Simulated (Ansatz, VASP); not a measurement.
# Sb: VASP beside Ansatz

```
CELL_PARAMETERS angstrom
0.00000 3.02460 3.02460
3.02460 0.00000 3.02460
3.02460 3.02460 0.00000
ATOMIC_POSITIONS crystal
Sb 0.87500 0.87500 0.87500
Sb 0.12500 0.12500 0.12500
```

Change from the starting cell: volume scaled by 0.7, PAW files.

Alike in both runs: task single point; functional LDA; k mesh 10 × 10 × 10; occupations fermi-dirac, width 0.1 eV; no spin polarisation.

|  | VASP | Ansatz |
| --- | --- | --- |
| version | VASP 6.6.1 | Ansatz 0.2.0 |
| potentials or method | VASP PAW LDA potentials, release 64 (Sb) | PAW with Ansatz's default frozen-core files, scalar-relativistic |
| plane-wave cutoff (eV) | 520 | 420 |
| valence electrons in the cell | 10 | 30 |

|  | VASP | Ansatz | Ansatz less VASP |
| --- | --- | --- | --- |
| pressure (GPa) | 28.1 | 27.2 | -0.90 |

The two sets of potentials don't hold the same shells in valence.

Caveats: so large a pressure means that the cell lies far from this level's equilibrium, or that cutoff or potentials fall short (VASP). The runs have no spin-orbit coupling, so splittings on Sb are missing.
